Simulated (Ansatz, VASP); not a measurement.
# InAs: VASP beside Ansatz

The input INCAR:

```
ALGO = Normal
CSHIFT = 0.05
EDIFF = 1E-7
ENCUT = 520
GGA = PE
ISIF = 2
ISMEAR = 0
LASPH = True
LCHARG = False
LOPTICS = True
LREAL = False
LWAVE = False
NBANDS = 33
NEDOS = 2000
NELM = 100
PREC = Accurate
SIGMA = 0.02
```

File KPOINTS:

```
k-points
0
Gamma
  8 8 8
```

File POSCAR:

```
InAs
1.0
    0.0000000000      2.8773040000      2.8773040000
    2.8773040000      0.0000000000      2.8773040000
    2.8773040000      2.8773040000      0.0000000000
In As
1 1
Direct
    0.5000000000      0.5000000000      0.5000000000
    0.0000000000      0.0000000000      0.0000000000
```

The input input.yaml:

```yaml
crystal:
  lattice:
    - [0.0, 2.877304, 2.877304]
    - [2.877304, 0.0, 2.877304]
    - [2.877304, 2.877304, 0.0]
  atoms:
    - { symbol: In, position: [0.5, 0.5, 0.5] }
    - { symbol: As, position: [0.0, 0.0, 0.0] }
hamiltonian:
  xc: pbe
  pseudopotentials: { kind: paw }
kpoints:
  mp_grid: { grid: [8, 8, 8] }
scf:
  occupations: { method: gaussian, width: 0.02 }
output:
  forces: true
  stress: true
  eigenvalues: true
  write_density: true
  write_potential: true
  elf: true
  volumetric_format: npy
```

Measurements of this composition are mostly on another form, of space group No. 216.

Alike in both runs: functional PBE; k mesh 8 × 8 × 8; occupations gaussian, width 0.02 eV; no spin polarisation.

|  | VASP | Ansatz |
| --- | --- | --- |
| version | VASP 6.6.1 | Ansatz 0.2.0 |
| potentials or method | VASP PAW PBE potentials, release 64 (In_d, As) | Ansatz PAW |
| plane-wave cutoff (eV) | 520 | 420 |
| valence electrons in the cell | 18 | 28 |
| task | optical spectrum | single point |

```csv
,VASP,Ansatz,Ansatz less VASP
gap on the k mesh at the Fermi level (eV),none,none,-
pressure (GPa),0.0,0.0,-0.06
```

A gap of «none» marks a metal or a gap that the smearing closes. With one functional, cell and mesh, what is left measures potentials, basis and numerics. The two sets of potentials don't hold the same shells in valence.

Caveats: spectra need much finer meshes, so this one isn't converged (VASP); independent-particle spectra lack excitons (VASP); the intraband (Drude) part of a metal's response may be missing (VASP).
